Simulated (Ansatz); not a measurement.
**Sensitivity of the G0W0 gap of BAs (honeycomb monolayer)**

Aim: change settings of a G0W0 run on BAs (honeycomb monolayer) and see what moves.

Program: Ansatz 0.2.0. Level of theory: G0W0 on PBE, plane waves, PAW. Results are calculated unless marked as measured.

## Step 1: The structure

The cell holds 2 atoms: 1 B and 1 As. Cell: a = 3.384 Å, b = 3.384 Å, c = 23.200 Å, α = 90.0°, β = 90.0°, γ = 120.0°. Vacuum lies along c.

As a file:

```cif
data_structure
_symmetry_space_group_name_H-M 'P 1'
_symmetry_Int_Tables_number 1
_cell_length_a 3.3845
_cell_length_b 3.3845
_cell_length_c 23.2000
_cell_angle_alpha 90.000
_cell_angle_beta 90.000
_cell_angle_gamma 120.000
_cell_volume 230.15
loop_
_atom_site_label
_atom_site_type_symbol
_atom_site_fract_x
_atom_site_fract_y
_atom_site_fract_z
_atom_site_occupancy
B1 B 0.33333 0.66667 0.49989 1
As2 As 0.66667 0.33333 0.50011 1
```

The structure was relaxed with PBE. The runs that relaxed it are not among those shown. The default PAW set here is soft_2. Its files were made with PBE. The Coulomb interaction is cut off across the vacuum.

## Step 2: The base run: 9×9×1 mesh, 280 empty bands, screening to 66 eV

Now the one-shot GW correction: screening in the RPA, then the self-energy of the levels asked for.

input.yaml

```yaml
crystal:
  lattice:
    - [3.3844929256, 0.0, 0.0]
    - [-1.6922464628, 2.9310568525, 0.0]
    - [0.0, 0.0, 23.2]
  atoms:
    - { symbol: B, position: [0.3333333333, 0.6666666667, 0.4998895178] }
    - { symbol: As, position: [0.6666666667, 0.3333333333, 0.5001104822] }
  periodic: [true, true, false]
kpoints:
  mp_grid: { grid: [9, 9, 1] }
hamiltonian:
  xc: pbe
scf:
  occupations: { method: fixed }
gw:
  n_empty_bands: 280
  ecut_chi: 66.0
  qp_bands: [v2, c2]
  qp_kpoints: band_edges
  screening: { model: contour_deformation }
```

Command:

```console
ansatz run input.yaml --threads 3 --pin off --max-ram 92160MiB --backend cuda --events-out ev --progress --plain --runs-dir out --devices 1 --max-vram 13GiB  # rebuilt from the run's record
```

Numbers of over 12 decimals in the logs are rounded to 6 here.

The log of the run:

```text
GPUs: using 1 of 1 available (devices: 1).
Engine: ansatz 0.2.0, x86_64-unknown-linux-gnu
Pseudopotentials: kind: paw
Pseudopotential: B, paw, valence charge 3, recommended cutoff 420 eV (normal), B.paw.azcp
Pseudopotential: As, paw, valence charge 15, recommended cutoff 420 eV (normal), As.paw.azcp
Functional definition: PBE
  parameter kappa = 0.804
  parameter beta = 0.066725
  exchange = pbe_x(kappa = kappa, mu = beta*pi^2/3)
  correlation = pbe_c(beta = beta)
device memory: the entry about to start is reckoned to put 0.9 GiB on a device that reports 47.9 GiB free (of which the cap on the GPU budget leaves the run 13.0 GiB)
GPU FFT provider: cuFFT
GPU libraries: cuBLAS 13.8.2, cuFFT 12.4.0, cuSOLVER 12.3.4
Crystal: 2 atoms, lattice volume = 230.147 Å³
Basis set: ecut = 420 eV, 4517 PW (Γ)
Bands: 13, of which v1, the nominal top of the filled ones, is band 9 counted from 1 (8 counted from 0)
Symmetry: 6 space group operations
Space group: P3m1 (ITA 156), of the structure as read, at distance tolerance 6.1e-5 Å
k-points: 12 of 81 (time reversal used)
Non-local potential: B, projectors of the file, l = 0: 2, l = 1: 2, l = 2: 1
Non-local potential: As, projectors of the file, l = 0: 2, l = 1: 2, l = 2: 3, l = 3: 1
PAW form: soft (Blöchl's): semilocal exchange-correlation on the pseudo side does not see the compensation charge
PAW one-centre angular grid: B, 110 points (default); XC on 64 Gauss nodes
PAW one-centre angular grid: As, 590 points (default); XC on 64 Gauss nodes
Initial density: superposition of atomic densities (neutral atoms: chi_scale 0, normalization atom), corrected by the library's trained network
Initial wavefunctions: pseudopotential atomic-orbital guess
GPU buffer pool allocated for 92160 grid points (all kernels)
GPU transforms: local potential and band sums: pruned to the plane-wave sphere, on 24×24×160
Functional: x = pbe(κ = 0.804, μ = 0.219515), c = pbe(β = 0.066725)
SCF iter   1: F=—  HF=-5011.340178 eV  |F-HF|=—  |Δ(HF+E_count)|=         —  Δρ=1.01e-3  dr2=2.32e-3  ethr=1.77e-3  ⟨swp⟩=5.8  Hψ=906  notcnv=0  defer=18
preconditioner: auto → none  [insulator: Δε(μ)=0.726 eV  Ē_g=10.932 eV  n_scr=12 (ndim 8)  ℏωp=6.9 eV  f_vac=0.805  ε∞_Penn≈1.4]
SCF iter   2: F=—  HF=-5011.341418 eV  |F-HF|=—  |Δ(HF+E_count)|=   1.24e-3  Δρ=3.98e-4  dr2=3.17e-4  ethr=1.29e-5  ⟨swp⟩=4.8  Hψ=507  notcnv=0  defer=24
SCF iter   3: F=—  HF=-5011.341978 eV  |F-HF|=—  |Δ(HF+E_count)|=   5.60e-4  Δρ=2.01e-4  dr2=7.85e-5  ethr=1.76e-6  ⟨swp⟩=3.4  Hψ=303  notcnv=0  defer=24
SCF iter   4: F=—  HF=-5011.342157 eV  |F-HF|=—  |Δ(HF+E_count)|=   1.78e-4  Δρ=2.72e-5  dr2=9.12e-6  ethr=4.36e-7  ⟨swp⟩=2.9  Hψ=248  notcnv=0  defer=24
[...]
k-point 11: bands = [... 5 lower, -15.8425, -12.7987, -10.8892, -4.9079, -4.1525, 1.5111, 1.6949, 3.5688]
  ° read free of the cell's end (the report's vacuum.weakly_bound_levels)
--- G₀W₀: contour deformation, 7 samples at zero and on the imaginary axis and 3 off it, 81 q-points, 280 empty bands' worth ---
  eigenvalues of the whole cell's RPA ε∞ on this k-mesh (on a slab, of 1 + 4πα/V) = 1.1102, 5.9160, 5.9160; static W/v taken at q = 0 is 0.412015
  gw.qp_kpoints: band_edges: 8 of 12 stored k-points solved, in 1 pass; an edge of the gap read off the rows below is read off those points alone
    valence top: of the k-points left out ik 7 came nearest to being solved in a further pass, in band 9 (counted from 1, as in the quasiparticle table): it holds the edge there only if its correction is more favourable than any solved in that band by at least 1.603 eV; those differ by 0.058 eV
    conduction bottom: of the k-points left out ik 7 came nearest to being solved in a further pass, in band 10 (counted from 1, as in the quasiparticle table): it holds the edge there only if its correction is more favourable than any solved in that band by at least 1.560 eV; those differ by 0.314 eV
  `?` marks the rows in doubt; gw_qp.tsv's column doubts and the gw_qp event give each row's grounds
    ik  band        ε_KS         Σx   Σc(E_QP)       V_xc       Z   E_QP_lin       E_QP  E_QP is
     0     8     -6.4441   -17.5613     1.9383   -15.3155  0.6387    -6.7691    -6.7516  root
     0     9     -6.4441   -17.5613     1.9383   -15.3155  0.6387    -6.7691    -6.7516  root
     0    10     -1.3017    -4.2542    -3.0576    -7.5398  0.6771    -1.0652    -1.0737  root
     0    11     -1.1144    -7.6862    -4.0215   -12.2319  0.6471    -0.5175    -0.5902  root
     1     8     -7.4930   -17.7720     2.2917   -15.1865  0.6053    -7.8074    -7.7868  root
     1     9     -6.7970   -17.4811     2.0429   -15.1226  0.6325    -7.1316    -7.1126  root
     1    10     -1.1064    -5.2814    -3.4233    -9.0255  0.6603    -0.7655    -0.7855  root
     1    11     -0.9681    -5.5598    -3.4891    -9.4369  0.6643    -0.5477    -0.5801  root
     2     8     -8.0638   -14.2592     2.8156   -11.1329  0.5389    -8.3969    -8.3746  root ?
[...]
3     9     -7.1685   -13.8512     2.1557   -11.3739  0.5594    -7.5177    -7.4901  root ?
[...]
3    11     -1.6127    -7.1051    -4.4404   -11.8405  0.5821    -1.3363    -1.3176  root ?
[...]
8     8     -9.1792   -17.4252     2.9501   -14.1341  0.5861    -9.5450    -9.5202  root ?
[...]
10     8    -10.2690   -17.2622     3.4417   -13.5135  0.5369   -10.5906   -10.5759  root ?
[...]
10    10     -3.4635    -8.1306    -3.2072   -11.6260  0.6240    -3.1598    -3.1754  root
    10    11      0.5700    -8.0295    -5.2473   -13.7982  0.6061     1.1963     1.0914  root ?
    11     8    -10.8892   -17.0813     3.6872   -13.0831  0.5454   -11.2271   -11.2003  root ?
    11     9     -4.9079   -13.4672     0.4611   -12.7283  0.6389    -5.1991    -5.1857  root
    11    10     -4.1525    -7.9116    -2.8832   -11.0685  0.6318    -3.8660    -3.8788  root
    11    11      1.5111    -3.2744    -3.7607    -7.1552  0.6794     1.6327     1.6311  root
[key lines of the parts left out:]
SCF converged after 6 iterations
Free energy (F): -5011.342156 eV
Fermi energy:    -4.907920 eV
```

The job ended after 49 s (1 × NVIDIA H100 80GB HBM3 (shared by 6 runs) with 3 threads of AMD EPYC 7R13 (Zen 3), shared host; peak memory 1.6 GiB; 70 s of CPU time).

The column dr2 measures how far the density is from self-consistency, as an energy; F and HF (Harris–Foulkes) agree once it is small.

This step gave:

| Property | Result |
| --- | --- |
| bands summed | 289 |
| plane waves in the screening matrix | 271 |
| q-points in the mesh | 81 |
| G0W0 gap on the mesh | 1.307 eV |
| k of the valence top | 0.3333, 0.3333, 0 |
| k of the conduction bottom | 0.3333, 0.3333, 0 |
| starting gap on the mesh | 0.7554 eV |
| Z at the valence top | 0.6389 |
| Z at the conduction bottom | 0.6318 |
| least direct G0W0 gap on the computed points | 1.307 eV |

The gap on the mesh goes from 0.76 eV to 1.31 eV, a correction of +0.55 eV. Between the two edge states, bare exchange in place of the xc potential would open the gap by 3.90 eV, and correlation takes back 3.34 eV.

## Step 3: Variant: frequency model

Changes to input.yaml since step 2:

```diff
@@ -20,2 +20,2 @@
   qp_kpoints: band_edges
-  screening: { model: contour_deformation }
+  screening: { model: godby_needs }
```

The log of the run:

```text
GPUs: using 1 of 1 available (devices: 1).
[...]
GPU FFT provider: cuFFT
GPU libraries: cuBLAS 13.8.2, cuFFT 12.4.0, cuSOLVER 12.3.4
Crystal: 2 atoms, lattice volume = 230.147 Å³
Basis set: ecut = 420 eV, 4517 PW (Γ)
Bands: 13, of which v1, the nominal top of the filled ones, is band 9 counted from 1 (8 counted from 0)
Symmetry: 6 space group operations
[...]
k-points: 12 of 81 (time reversal used)
[...]
GPU buffer pool allocated for 92160 grid points (all kernels)
[...]
SCF iter   1: F=—  HF=-5011.340178 eV  |F-HF|=—  |Δ(HF+E_count)|=         —  Δρ=1.01e-3  dr2=2.32e-3  ethr=1.77e-3  ⟨swp⟩=5.8  Hψ=906  notcnv=0  defer=18
[...]
SCF iter   6: F=-5011.342156 eV  HF=-5011.342156 eV  |F-HF|=3.24e-8  |Δ(HF+E_count)|=   3.34e-7  Δρ=4.56e-6  dr2=2.55e-8  ethr=5.56e-10  ⟨swp⟩=13.5  Hψ=955  notcnv=0
SCF 1 converged in 6 iterations: F = -5011.342156 eV  dr2 = 2.55e-8
[...]
NSCF: frozen V_eff on 12 k-points, pencils in batches of 32, up to order 52
[...]
NSCF: frozen V_eff on 12 k-points
G₀W₀ screening: q 1/12
[... further progress lines ...]
[...]
SCF converged after 6 iterations
Free energy (F): -5011.342156 eV
[...]
Internal energy: -5011.342156 eV  (E = F + TS)
E sigma→0 (E₀):  -5011.342156 eV
Fermi energy:    -4.907920 eV
[...]
--- Band table (eV; the first three rows and the last of 12) ---
  k-point 0: bands = [... 5 lower, -18.7278, -8.8246, -6.4441, -6.4441, -1.3017 (-1.3018°), -1.1144 (-1.1145°), -0.2569, -0.0909]
  k-point 1: bands = [... 5 lower, -18.5577, -8.6318, -7.4930, -6.7970, -1.1064 (-1.1065°), -0.9681 (-0.9683°), -0.0489, 0.4696]
  k-point 2: bands = [... 5 lower, -18.0591, -9.4850, -8.0638, -7.5003, -1.5592, -0.4181 (-0.4183°), 0.2073, 0.6565]
  k-point 11: bands = [... 5 lower, -15.8425, -12.7987, -10.8892, -4.9079, -4.1525, 1.5111, 1.6949, 3.5688]
  ° read free of the cell's end (the report's vacuum.weakly_bound_levels)
--- G₀W₀: ω_p = 39.1102 eV, 81 q-points, 280 empty bands' worth ---
[...]
GN-PPA: 3346026/6394183 pairs with Re ω̃² < 0 across q-mesh
[...]
0     8     -6.4441   -17.5613     1.8763   -15.3155  0.7543    -6.8153    -6.8136  root
     0     9     -6.4441   -17.5613     1.8763   -15.3155  0.7543    -6.8153    -6.8136  root
     0    10     -1.3017    -4.2542    -3.0598    -7.5398  0.8051    -1.0751    -1.0758  root
     0    11     -1.1144    -7.6862    -3.8770   -12.2319  0.7770    -0.4395    -0.4457  root
     1     8     -7.4930   -17.7720     2.1663   -15.1865  0.7465    -7.9147    -7.9122  root
     1     9     -6.7970   -17.4811     1.9652   -15.1226  0.7523    -7.1923    -7.1903  root
     1    10     -1.1064    -5.2814    -3.3857    -9.0255  0.7919    -0.7462    -0.7480  root
     1    11     -0.9681    -5.5598    -3.4218    -9.4369  0.7957    -0.5100    -0.5128  root
[...]
11     8    -10.8892   -17.0813     3.3430   -13.0831  0.7222   -11.5526   -11.5444  root
    11     9     -4.9079   -13.4672     0.3390   -12.7283  0.7584    -5.3093    -5.3078  root
    11    10     -4.1525    -7.9116    -2.8878   -11.0685  0.7497    -3.8827    -3.8835  root
    11    11      1.5111    -3.2744    -3.8447    -7.1552  0.7837     1.5472     1.5472  root
```

It took 33 s on 1 × NVIDIA H100 80GB HBM3 (shared by 6 runs) with 3 threads; peak memory 2 GiB; 61 s of CPU time.

The G0W0 gap on the mesh is 1.424 eV.

Against the base:

```tsv
setting	base	variant
frequency model	contour deformation	plasmon pole
```

```tsv
quantity	variant	base
starting gap on the mesh	0.755	0.755
G0W0 gap on the mesh	1.424	1.307
least direct G0W0 gap on the computed points	1.424	1.307
Z at the valence top	0.758	0.639
Z at the conduction bottom	0.750	0.632
```

## Step 4: What came out

```
base            : 1.31 eV, 49 s
frequency model : 1.42 eV, 33 s
```

Frequency model: the gap moves by +0.12 eV. All runs here use a coarse mesh and modest cutoffs; they test settings and are not final values. The mesh in the plane is coarse for a sheet; gap and any exciton binding can still move on denser ones. The many-body steps are scalar-relativistic: spin-orbit coupling is not in them.

[Paths, hosts, dates, memory and timing lines, banners, echoed tables and standing remarks are left out of the program output.]

[Logs are printed without paths, hosts, clocks, repeated set-up lines and the standing remarks that a program may print on its own settings, such as how far it seeks lower states.]

[Runs of the session that timed out or met a known fault of the program may be left out.]

[Cells called generated may have been cut or substituted from an entry of the Crystallography Open Database or the Materials Project.]

[Hosts, paths, dates, database ids (printed as entryN), source tags and the programs' standing remarks are cut or masked in the printed files.]
